A carbon sheet is perfectly flat, with one atom missing from every cell that would hold eighteen in graphene. A scanning tunnelling microscope draws its current from states in a range of energies that widens with the bias, so each step further from zero adds electronic states to the image. If the known images run from -2 V to +1 V, what will the signal, the relief and the decay into vacuum be at +1.5 V?

Ansatz 0.2.0, spin-polarised PBE+D3(BJ) with plane waves and PAW, for a free-standing 3 × 3 graphene cell with one vacancy (cutoff 600 eV, 9 × 9 × 1 k mesh, Gaussian smearing 0.05 eV). Tersoff-Hamann images refer to a plane 4 Å above the sheet, with bias counted from the Fermi level; corrugation is taken at that plane's mean density.

| bias (V) | log10 mean density (log10 of e/angstrom^3) | bright over dark | corrugation (Å) | brightest over | apparent barrier at 4 angstrom (eV) |
| --- | --- | --- | --- | --- | --- |
| -2.000 | -5.954 | 52.5 | 1.183 | between | 8.607 |
| -1.000 | -6.015 | 999.0 | 2.238 | between | 7.989 |
| -0.500 | -6.028 | 999.0 | 2.243 | between | 7.836 |
| -0.250 | -6.207 | 999.0 | 2.196 | between | 7.702 |
| 0.250 | -6.699 | 999.0 | 1.938 | between | 7.798 |
| 0.500 | -6.480 | 162.1 | 1.856 | between | 7.454 |
| 1.000 | -6.364 | 93.6 | 1.818 | between | 7.445 |
| 1.500 | ? | ? | ? | C | ? |

Negative bias images filled states and positive bias images empty ones. The mean density is the average electron density, at tip height, of all states between zero bias and the chosen bias, each counted as if filled, and it stands for the tunnelling signal. Bright over dark compares the strongest and weakest spots at that height. Corrugation is how far the tip would rise and fall while following a constant density. The tip is idealised as a single round orbital; a real one can alter both the relief and the place of the brightest spot. Since all nuclei lie in one plane, a corrugation of one or two ångströms is the shape of an electron cloud, not of raised atoms.

**From -2 V to -1 V: a little density, a large change of image**

The row at -2 V has only 15% more mean density than the row at -1 V, yet its corrugation is 1.18 Å instead of 2.24 Å. Each window contains the narrower one, so the extra states cannot have dimmed the bright spots. They must have filled the dark ones. A dark spot holds so little density that a small addition multiplies it, while a bright spot hardly notices.

Contrast and relief are linked by the decay of the density. If the density falls with height as exp(-2κz), the tip must move by about ln(bright over dark)/(2κ) to find the same density over both spots. In the three rows where the contrast is usable, this gives the corrugation to within about 12%. The repeated value of 999 is an upper cap. With the uncapped contrasts the relation overshoots the corrugation in those rows by 16 to 34%, so it is only a rough guide when the dark spots are almost empty.

The apparent barrier expresses the same decay as an energy. For a single state it is

apparent barrier ≈ vacuum level − state energy + energy of sideways motion,

with energies counted from zero bias. A higher state lies closer to the vacuum level and fades more slowly. A state whose wave varies rapidly along the sheet fades faster, because part of its energy is tied up in that sideways variation.

Between -1 V and -2 V the barrier rises by 0.62 eV. The added states are deeper, but they supply a small share of the signal, and their depth alone would explain roughly 0.26 eV at most. Stronger sideways variation supplies the rest. The decay rate of the mean density is an average weighted by density, so the added states can be separated by comparing the two rows. Their apparent barrier comes out near 13 eV, whereas their energy alone would give only 5.7 to 6.7 eV.

**From -0.5 V to +0.5 V: the signal gathers near zero bias**

By -0.5 V the window already holds 84% of the mean density found at -2 V. The states that dominate the filled-side signal therefore lie close to zero bias, even though deeper ones reshape the relief. Whether they belong to the broken bonds at the vacancy or to the π system cannot be told from these data. The sheet is magnetic, with a moment of 0.86 Bohr magnetons per cell. Its atoms were relaxed, but the three around the vacancy kept a symmetric arrangement. At an isolated vacancy two of them normally draw together, and a sheet distorted in that way could look different.

The calculation puts the vacuum level 4.73 eV above zero bias, but a straight line through the known barriers passes through 7.73 eV there. The excess is about 3 eV. Apart from a uniform one, the longest sideways wave that repeats with the cell carries 3.67 eV, which is the right size if the signal mixes such waves with smoother ones. (The printed analysis calls it the shortest wave, meaning the shortest wave vector.) The apparent barrier is thus no measure of the work function.

**From +0.5 V to +1 V: the basis for a forecast**

On the empty side the signal also grows with the window, but unevenly. If every slice of energy contributed equally, doubling the bias would double the density. Going from +0.5 V to +1 V adds only 31%, because the states nearest zero bias carry much of the signal. A power law fitted to the three known positive-bias rows describes this slowing growth:

log10 mean density = −6.347 + 0.556 × log10(bias in volts).

At +1.5 V the logarithm of the bias is 0.176. Multiplied by 0.556 it adds 0.098, which gives a log10 mean density of -6.25. The forecast range is -6.36 to -6.05. Its lower end is set by physics, since a wider window cannot hold less density than the one at +1 V; its upper end allows for a strong new group of states.

For the barrier, the straight line through all seven known rows falls with rising bias and gives 7.2 eV, with a range of 6.7 to 7.9 eV. The line is a summary rather than a derivation. New states with strong sideways variation would push the result up.

For the relief, a straight line through the positive-bias rows gives about 1.7 Å. The table offers one more clue: at +1.5 V the brightest spot moves from "between" the atoms to a carbon atom. I took this as a sign that new states are redrawing the pattern and levelling it, as happened at -2 V. The forecast is therefore lowered to 1.5 Å, with a range of 1.0 to 1.85 Å, and the matching contrast is about 60, with a range of 15 to 95. These ranges are judgements, because three rows cannot supply a dependable statistical error.

The withheld rows as computed:

| bias (V) | log10 mean density (log10 of e/angstrom^3) | bright over dark | corrugation (Å) | brightest over | apparent barrier at 4 angstrom (eV) |
| --- | --- | --- | --- | --- | --- |
| 1.500 | -6.246 | 89.0 | 1.796 | C | 7.463 |

**At +1.5 V: one close hit and two instructive errors**

The mean density agrees with the forecast to within 0.01 in the logarithm. That is closer than the power law had earned: when each of its three rows was left out in turn, the typical error was 0.09. The growth also did not keep slowing. The logarithm rises by 0.118 from +1 V, which is a factor of 1.31, so the last half volt adds as large a percentage as the half volt before it.

The barrier, 7.46 eV, lies inside its range but 0.26 eV above the central forecast. It has stayed practically level since +0.5 V instead of continuing to fall. Part of the flaw is in the straight line, which takes about a quarter of its slope from the high barrier at -2 V; without that row it would still have come out too low, though by less. That height comes largely from sideways variation, so it is no reason for the barrier to drop on the other side of zero. States far above zero bias may vary strongly along the sheet too, and this would offset the slower decay that their higher energy brings.

The numbers support this. The added states can be separated as before, this time by comparing the rows at +1 V and +1.5 V. Their apparent barrier comes out near 7.5 eV, whereas their energy alone would give only 3.2 to 3.7 eV. Sideways variation supplies the remaining 4 eV or so, roughly half an electronvolt more than for the states added between +0.5 V and +1 V. That increase cancels the gain from their higher energy.

Two numerical weaknesses bear on this row. The highest empty levels are loosely converged, and the potential is rough in the thin density where the tip sits. A change of a few hundredths of an electronvolt between neighbouring rows should not be given a cause.

The corrugation is 1.80 Å, again inside its range but 0.30 Å above the forecast. Here the physical reasoning made the forecast worse, since the unadjusted line missed by only 0.06 Å. The brightest spot did move closer to a carbon atom, yet the relief barely changed from its value at +1 V. The contrast, 89, lies near the top of its range of 15 to 95 and is about half as large again as the central forecast of 60. It was derived from the same lowered relief, but that step is not the only weakness. Put into the same relation, the relief and barrier actually found would give a contrast of about 150, because the exponential turns a modest error in the relation into a large one in the contrast.

The row at -2 V already held the warning. There the relief nearly halved while the label of the brightest spot stayed "between"; at +1.5 V the label changes while the relief stays. The label also exaggerates the move. The calculated positions put the maximum over the centre of the vacancy up to +0.5 V, 0.76 Å from a neighbouring atom at +1 V and 0.4 Å from one at +1.5 V. The bright spot slid towards the atom rather than jumping to it. The two properties answer different questions. The maximum can shift within a bright patch after only a small change in density. The relief collapses when the dark places fill, and here the darkest point lies over a carbon atom in every row.

This distinction helps when images of a similar sheet are compared at two biases. A bright spot that moves to another site does not show that an atom has moved or that the surface looks smoother to the tip. To guess how the relief will change, ask whether the newly reached states have density where the old image was dark. To guess how the decay will change, weigh their higher or lower energy against how rapidly they vary along the sheet. The printed analysis below gives the fits and their errors.

Printed output of the fit:

```
share of the -2 V mean density present at -0.25 V, percent: 55.85
share of the -2 V mean density present at -0.5 V, percent: 84.33
growth of mean density from -1 to -2 V, percent: 15.08
growth of mean density from +0.5 to +1 V, percent: 30.62
mean density at -0.25 V over that at +0.25 V, ratio: 3.105
change of corrugation from -1 to -2 V, angstrom: -1.055
rise of apparent barrier from -1 to -2 V, eV: 0.618
rough largest part of that rise from state energy alone, eV: 0.2621
log10 density at +1.5 V if the last slice repeats: -6.273
fit of image_log10_mean_density on 3 rows (bias > 0): constant -6.347 +/- 0.038, coefficient of log10(abs(bias)) 0.5564 +/- 0.099; rms 0.0243, worst 0.5 -0.0343, leave-one-out rms 0.0892
  rows outside the fit (model, value, miss): -2.0 -6.179, -5.954, -0.225; -1.0 -6.347, -6.015, -0.332; -0.5 -6.514, -6.028, -0.486; -0.25 -6.682, -6.207, -0.475; 1.5 -6.249, -6.246, -0.00285
fit of image_apparent_barrier_at_4_angstrom on 7 rows: constant 7.726 +/- 0.054, coefficient of bias -0.3732 +/- 0.055; rms 0.115, worst 0.25 -0.165, leave-one-out rms 0.192
  rows outside the fit (model, value, miss): 1.5 7.167, 7.463, -0.296
fit of image_corrugation on 3 rows (bias > 0): constant 1.957 +/- 0.041, coefficient of bias -0.148 +/- 0.062; rms 0.0194, worst 0.5 0.027, leave-one-out rms 0.0849
  rows outside the fit (model, value, miss): -2.0 2.253, 1.183, 1.07; -1.0 2.105, 2.238, -0.133; -0.5 2.031, 2.243, -0.212; -0.25 1.994, 2.196, -0.202; 1.5 1.735, 1.796, -0.061
fitted barrier at zero bias less vacuum level, eV: 2.993
energy of the shortest lateral wave of the cell, eV: 3.665
corrugation estimated from contrast and decay at -2 V, angstrom: 1.318
corrugation estimated from contrast and decay at +0.5 V, angstrom: 1.819
corrugation estimated from contrast and decay at +1 V, angstrom: 1.624
contrast implied by the forecast corrugation and barrier, ratio: 61.81
```
